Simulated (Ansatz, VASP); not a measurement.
# Cross-check of GaP between VASP and Ansatz, part 2 of 2

Aim: how closely do two programs agree when they are given the same cell, functional and k mesh? The cell is taken from a series of runs on this material, whose earlier steps may have relaxed, scaled, displaced or heated it; both programs get it as it stands.

VASP 6.6.1 and Ansatz 0.2.0.

So far: Starting point; Ansatz: zone-centre phonons, LDA, pair 1; VASP: zone-centre phonons, LDA, pair 1.

### Step 4. Side by side

Known differences besides the potentials themselves: the two LDA forms differ slightly; fixed occupations in Ansatz, narrow Gaussian smearing in VASP; the cutoff is 420 eV in Ansatz and 500 eV in VASP; VASP's log shows a relativistic correction to its local exchange, Ansatz's none. Total energies have different zeros and are not compared.

Compared:

```
             quantity  Ansatz   VASP  difference
optical mode 1 (cm⁻¹)   360.8  360.9     -0.02 %
optical mode 2 (cm⁻¹)   362.2  362.1     +0.04 %
optical mode 3 (cm⁻¹)   364.5  364.4     +0.04 %
```

Modes are paired by rising frequency, not by their patterns, so a pair may set unlike modes beside each other; they are those without the splitting of longitudinal modes.

### Step 5. VASP: zone-centre phonons, LDA, pair 2

Second derivatives magnify differences that forces hide, and they need a tight electronic threshold. The cell compared in this pair holds 39.59 Å³, against 39.39 Å³ for the pair before.

INCAR reads:

```
SYSTEM = GaP
PREC = Accurate
ENCUT = 500
EDIFF = 1E-08
NELM = 120
ISMEAR = 0
SIGMA = 0.01
LREAL = .FALSE.
ALGO = Normal
GGA = CA
NBANDS = 15
LORBIT = 11
LWAVE = .FALSE.
LCHARG = .FALSE.
ISIF = 2
IBRION = 8
LASPH = .TRUE.
GGA_COMPAT = .FALSE.
EFERMI = MIDGAP
KPAR = 2
```

POSCAR reads:

```
GaP
1.0
    0.0274629236      2.7221568820      2.6717303811
    2.7221568820      0.0274629236      2.6717303811
    2.7496198055      2.7496198055     -0.0000000001
P Ga
1 1
Direct
    0.7514270846      0.7514270846      0.7485729154
    0.9985729154      0.9985729154      0.0014270846
```

KPOINTS reads:

```
Automatic mesh
0
Gamma
12 12 12
0 0 0
```

PAW data sets: P and Ga_d (LDA family, release 64).

Command:

```
$ mpirun -np 2 vasp_std
```

Numbers of over 12 decimals in the logs are rounded to 6 here.

What it wrote:

```text
[... set-up lines as in an earlier step ...]
 entering main loop
       N       E                     dE             d eps       ncg     rms          rms(c)
DAV:   1     0.798354768683E+02    0.79835E+02   -0.89454E+03  8646   0.169E+03
DAV:   2    -0.450047630501E+01   -0.84336E+02   -0.80805E+02  9541   0.318E+02
DAV:   3    -0.106693041325E+02   -0.61688E+01   -0.61468E+01 10311   0.687E+01
DAV:   4    -0.107736572839E+02   -0.10435E+00   -0.10432E+00 10561   0.974E+00
[...]
DAV:  12    -0.104468820894E+02    0.21544E-06   -0.60002E-07 10487   0.824E-03    0.466E-03
DAV:  13    -0.104468820809E+02    0.85774E-08   -0.16899E-07 11182   0.394E-03    0.633E-04
DAV:  14    -0.104468820797E+02    0.11191E-08   -0.12355E-08  7329   0.155E-03
   1 F= -.10446882E+02 E0= -.10446882E+02  d E =0.000000E+00
 Linear response reoptimize wavefunctions to high precision
DAV:   1    -0.104468820800E+02   -0.30877E-09   -0.21803E-09  8810   0.727E-04
DAV:   2    -0.104468820801E+02   -0.45929E-10   -0.36900E-10  5656   0.171E-04
 Linear response DOF=           4
 Linear response progress:
[...]
RMM:  13    -0.165285344432E+00    0.13512E-07   -0.39255E-08 54745   0.672E-05    0.122E-06
RMM:  14    -0.165285327204E+00    0.17228E-07   -0.54439E-09 54942   0.440E-05    0.621E-07
RMM:  15    -0.165285333067E+00   -0.58628E-08   -0.82858E-09 47731   0.332E-05    0.399E-07
 first order change of Fermi-energy   0.34146E-06
 force on displaced ion       2 direction 1 : -10.248   0.217   0.000
 Linear response progress:
  Degree of freedom:   4/  4
       N       E                     dE             d eps       ncg     rms          rms(c)
RMM:   1    -0.166865346053E+00   -0.16687E+00    0.12370E-01 10555   0.866E+00
RMM:   2    -0.164867286721E+00    0.19981E-02   -0.25243E-02 16053   0.142E+00    0.551E-02
RMM:   3    -0.165334443409E+00   -0.46716E-03   -0.43776E-03 17001   0.435E-01    0.416E-02
RMM:   4    -0.165194533497E+00    0.13991E-03   -0.95868E-04 17743   0.145E-01    0.153E-02
[...]
RMM:  10    -0.165160644803E+00   -0.76043E-07   -0.22650E-08 17881   0.459E-04    0.131E-05
RMM:  11    -0.165160592025E+00    0.52778E-07   -0.12179E-08 17746   0.225E-04    0.421E-06
RMM:  12    -0.165160583834E+00    0.81906E-08   -0.31559E-09 18396   0.118E-04    0.101E-06
 first order change of Fermi-energy   0.59355E+00
 force on displaced ion       2 direction 3 :  -0.000  -0.000 -10.197
 Linear response finished
```

From OUTCAR (step 5):

```text
  Total       -0.3194773     -0.3194773      0.0228058     -0.3436555      0.0000000      0.0000000
  in kB      -12.9284306    -12.9284306      0.9228934    -13.9068642      0.0000000      0.0000000
  external PRESSURE =      -8.3113226 kB  Pullay stress =       0.0000000 kB

 POSITION                                       TOTAL-FORCE (eV/Angst)
 -----------------------------------------------------------------------------------
      4.12443      4.12443      4.01522         0.000000      0.000000      0.000396
      2.74962      2.74962      5.33584        -0.000000     -0.000000     -0.000396
 -----------------------------------------------------------------------------------
    total drift:                               -0.000001     -0.000001      0.000022

[... 1 part as in an earlier step ...]

[... 1 further part left out ...]
```

### Step 6. Ansatz: zone-centre phonons, LDA, pair 2

The same cell, functional (in two slightly different forms) and mesh now go to Ansatz, which takes its cutoff from its data sets.

The cell is taken from a series of runs on this material, whose earlier steps may have relaxed, scaled, displaced or heated it; both programs get it as it stands.

input.yaml reads:

```yaml
crystal:
  lattice:
    - [0.0274629236, 2.722156882, 2.6717303811]
    - [2.722156882, 0.0274629236, 2.6717303811]
    - [2.7496198055, 2.7496198055, -1.0e-10]
  atoms:
    - { symbol: P, position: [0.7514270846, 0.7514270846, 0.7485729154] }
    - { symbol: Ga, position: [-0.0014270846, -0.0014270846, 0.0014270846] }
kpoints:
  mp_grid: { grid: [12, 12, 12] }
hamiltonian:
  xc: lda
  pseudopotentials: { kind: paw, azcp: { folder: soft_1 }, xc_functional: pbe }
scf:
  occupations: { method: fixed }
output:
  eigenvalues: true
phonons:
  method: dfpt
```

Command:

```
$ ansatz run input.yaml --threads 4 --pin off --max-ram 10240MiB --backend cpu --events-out ev --progress --plain --runs-dir out
```

What it wrote:

```text
[...]
Crystal: 2 atoms, lattice volume = 39.592 Å³
Basis set: ecut = 420 eV, 765 PW (Γ), exchange–correlation on 54×54×54 points (8 copies of the dense FFT grid, shifted against one another)
Bands: 13, of which v1, the nominal top of the filled ones, is band 9 counted from 1 (8 counted from 0)
Symmetry: 4 space group operations
k-points: 476 of 1728 (irreducible under 2 space group operations, time reversal used)
[...]
k-point 1: bands = [... 5 lower, -5.4848, 6.1097, 7.0146, 7.0330, 9.4226, 10.9657, 11.0829, 11.1954]
  k-point 2: bands = [... 5 lower, -5.2159, 4.5860, 6.7537, 6.7587, 9.5246, 11.3827, 11.5584, 12.0414]
  k-point 475: bands = [... 5 lower, -2.4168, 0.2430, 4.1156, 4.3609, 8.3768, 8.7515, 17.6515, 17.7517]
[...]
ASR residual: 6.690e-5 → 0.000e0 eV/Å²; symmetrization residual: 1.392e-6 eV/Å²
  ASR residual per site (eV/Å²): 4.97e-5 6.69e-5
  Γ frequencies (cm⁻¹): 0.00 0.00 0.00 356.21 359.59 364.17
[...]
[key lines of the parts left out:]
SCF converged after 9 iterations
Free energy (F): -4433.765919 eV
Fermi energy:    7.174331 eV
```

### Step 7. Differences

Both answers:

```
             quantity  Ansatz   VASP  difference
optical mode 1 (cm⁻¹)   356.2  356.3     -0.03 %
optical mode 2 (cm⁻¹)   359.6  359.5     +0.04 %
optical mode 3 (cm⁻¹)   364.2  364.0     +0.04 %
```

Modes are paired by rising frequency, not by their patterns, so a pair may set unlike modes beside each other; they are those without the splitting of longitudinal modes.

### Step 8. Outcome

| Property | Result |
| --- | --- |
| r.m.s. difference of the optical zone-centre modes, each program's sorted by frequency (zone-centre phonons, LDA, pair 1) | 0.13 cm⁻¹ |
| r.m.s. difference of the optical zone-centre modes, each program's sorted by frequency (zone-centre phonons, LDA, pair 2) | 0.12 cm⁻¹ |

What this shows: The r.m.s. difference of the optical zone-centre modes, each program's sorted by frequency is 0.13 cm⁻¹ (zone-centre phonons, LDA, pair 1). Such differences can come from data sets, numerical settings and the points named under the comparisons, not from the functional's error against experiment.

[Lines on the potential files, build, host, timing and source positions are cut from VASP's logs without a mark.]

[Logs are printed without paths, hosts, clocks, repeated set-up lines and the standing remarks that a program may print on its own settings, such as how far it seeks lower states.]

[Hosts, paths, dates, database ids (printed as entryN), source tags and the programs' standing remarks are cut or masked in the printed files.]
